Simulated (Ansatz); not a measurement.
Molecular dynamics on a 1×1×1 supercell (8 atoms) of ZnSnP₂ (I-42d), relaxed with r2SCAN. Forces come from PBEsol in Ansatz 0.2.0: Langevin thermostat and barostat (NPT), 1700 K, steps of 1.5 fs. Computed, non-magnetic; the trajectory is short and the cell small, so nothing here is a converged average.

```yaml
crystal:
  lattice:
    - [-2.8252090215, 2.8252090215, 5.6635693184]
    - [2.8252090215, -2.8252090215, 5.6635693184]
    - [2.8252090215, 2.8252090215, -5.6635693184]
  atoms:
    - { symbol: Zn, position: [0.75, 0.25, 0.5] }
    - { symbol: Zn, position: [0.0, 0.0, 0.0] }
    - { symbol: Sn, position: [0.25, 0.75, 0.5] }
    - { symbol: Sn, position: [0.5, 0.5, 0.0] }
    - { symbol: P, position: [0.375, 0.3532624373, 0.4782624373] }
    - { symbol: P, position: [0.6467375627, 0.125, 0.0217375627] }
    - { symbol: P, position: [0.1032624373, 0.625, 0.9782624373] }
    - { symbol: P, position: [0.875, 0.8967375627, 0.5217375627] }
kpoints:
  mp_grid: { grid: [4, 4, 4] }
hamiltonian:
  xc: pbesol
scf:
  occupations: { method: fermi_dirac, width: 0.146 }
md:
  ensemble: npt_langevin
  temperature: 1700
  timestep: 1.5
  n_steps: 40
  initial_velocities: maxwell_boltzmann
  seed: 5648
```

Run as `ansatz run input.yaml --threads 4 --pin off --max-ram 5529MiB --backend cpu --events-out ev --progress --plain --runs-dir out`. Wall time 4.9 min on 4 threads of Arm Neoverse V1, with other jobs on the host, load about 0.6 per core; peak host memory 0.8 GiB.

Problem. How do temperature and energy develop?

Solution. The temperature starts at 1488 K, is lowest at step 19 (807 K, 28.5 fs) and ends at 1109 K. The thermostat hasn't had time to restore it. The atoms start on their lattice sites with kinetic energy alone, so much of it first passes into potential energy. The first value is 7/8 of the setting, since velocities are drawn without the motion of the centre of mass and T is counted over all atoms.
```csv
step,t (fs),T (K),free energy F from step 0 (meV/atom),kinetic energy (meV/atom),pressure (GPa),volume (Å³/atom),largest force (eV/Å)
0,0,1488,0.0,192.3,0.00,22.60,0.12
1,1.5,1418,0.6,183.2,-0.09,22.61,0.20
2,3,1508,3.0,194.9,-0.10,22.62,0.45
3,4.5,1583,7.3,204.6,-0.10,22.64,0.71
4,6,1555,13.6,201.1,-0.15,22.66,0.96
5,7.5,1621,21.9,209.6,-0.10,22.68,1.21
6,9,1518,32.1,196.2,-0.10,22.69,1.46
7,10.5,1494,43.8,193.1,-0.04,22.70,1.70
8,12,1499,56.9,193.8,0.05,22.72,1.91
9,13.5,1443,70.8,186.6,0.11,22.74,2.20
10,15,1323,85.5,171.0,0.14,22.76,2.49
11,16.5,1252,101.6,161.9,0.19,22.79,2.80
12,18,1299,118.7,168.0,0.30,22.82,3.14
13,19.5,1113,134.6,143.9,0.29,22.86,3.44
14,21,1140,147.4,147.4,0.38,22.88,3.63
15,22.5,938,157.4,121.3,0.31,22.91,3.71
16,24,986,165.1,127.4,0.40,22.92,3.69
17,25.5,915,171.3,118.3,0.43,22.92,3.60
18,27,808,174.8,104.5,0.39,22.93,3.44
19,28.5,807,176.0,104.3,0.38,22.93,3.20
20,30,953,175.8,123.2,0.46,22.93,3.01
21,31.5,967,174.9,125.1,0.46,22.92,2.81
22,33,886,173.1,114.6,0.42,22.90,2.62
23,34.5,843,170.4,109.0,0.42,22.88,2.45
24,36,1000,167.7,129.3,0.55,22.84,2.33
25,37.5,1137,164.9,147.0,0.65,22.82,2.22
26,39,1248,162.7,161.3,0.73,22.79,2.15
27,40.5,1316,161.6,170.1,0.80,22.77,2.17
28,42,1281,161.8,165.6,0.84,22.74,2.30
29,43.5,1210,162.0,156.4,0.83,22.72,2.40
30,45,1298,162.6,167.8,0.92,22.70,2.51
31,46.5,1242,164.6,160.5,0.93,22.68,2.64
32,48,1137,166.6,146.9,0.88,22.67,2.72
33,49.5,1173,168.1,151.6,0.89,22.66,2.75
34,51,1229,168.7,158.8,0.87,22.66,2.74
35,52.5,1036,168.2,134.0,0.68,22.66,2.71
36,54,949,167.2,122.7,0.53,22.67,2.67
37,55.5,1036,165.6,133.9,0.45,22.68,2.62
38,57,997,162.9,128.9,0.29,22.70,2.54
39,58.5,1001,159.8,129.4,0.15,22.71,2.58
40,60,1109,156.8,143.3,0.08,22.72,2.62
```

Positions (Å) and forces (eV/Å) at step 40:
```
cell (Å): -2.830 2.830 5.673; 2.830 -2.830 5.673; 2.830 2.830 -5.673
Zn  -0.209   2.923   2.728     0.422  -0.503   0.408
Zn   0.064   0.256   0.016     0.926  -0.124   1.735
Sn   2.727  -0.143   3.026     0.965   1.531  -1.897
Sn   0.146   0.118   5.485    -0.980  -0.001   1.079
P    1.369   1.613   1.412     0.275  -0.487   0.547
P   -1.588   1.651   4.432     1.043  -1.014  -1.816
P    4.271   1.142  -1.294    -1.993   0.243  -1.571
P    1.628   1.543   6.893    -0.657   0.355   1.515
```
